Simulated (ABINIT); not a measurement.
Runs of ABINIT 10.8.3 (patched build) on Si2Mo. The structure is tetragonal, space group I4/mmm (No. 139). Conventional cell: a = 3.200 Å, b = 3.200 Å, c = 7.861 Å, α = 90.00°, β = 90.00°, γ = 90.00°. Mo (site symmetry 4/mmm) is surrounded by 10 Si at 2.62 Å. Around Si (site symmetry 4mm) lie 5 Si at 2.61 to 2.63 Å and 5 Mo at 2.62 Å. 

```csv
task,level,potentials or basis,k mesh,gap on the mesh (eV),pressure (GPa),largest force (eV/Å)
single point,PBEsol,JTH PAW PBE v2.0,10 × 10 × 10,none,-2.4,(b)
band structure,RPBE,JTH PAW PBE v2.0,12 × 12 × 12,none,4.7,0.25
band structure,LDA-PZ,JTH PAW LDA v2.0,12 × 12 × 12,none,-5.7,(a)
band structure,SOGGA,JTH PAW PBE v2.0,12 × 12 × 12,none,-4.4,0.30
band structure,BP86,JTH PAW PBE v2.0,12 × 12 × 12,none,4.2,0.31
band structure,PBEsol,JTH PAW PBE v2.0,12 × 12 × 12,none,-2.4,0.32
band structure,AM05,JTH PAW PBE v2.0,12 × 12 × 12,none,(c),0.30
```

Alike in all rows: no spin polarisation; cell as given; cutoff (eV) 408; smearing fermi-dirac 0.05 eV.

Task: Fill in the values left out.

Result: (a) 0.37; (b) 0.33; (c) -4.1.

Caveats: the PAW data sets were made with another functional, which shifts forces and pressure a little (some runs).

A k mesh can miss the band edges, and the runs leave out spin-orbit coupling on Mo.

A gap of «none» marks a metal or a gap under the smearing width.

Runs at the PBE level aren't shown here.
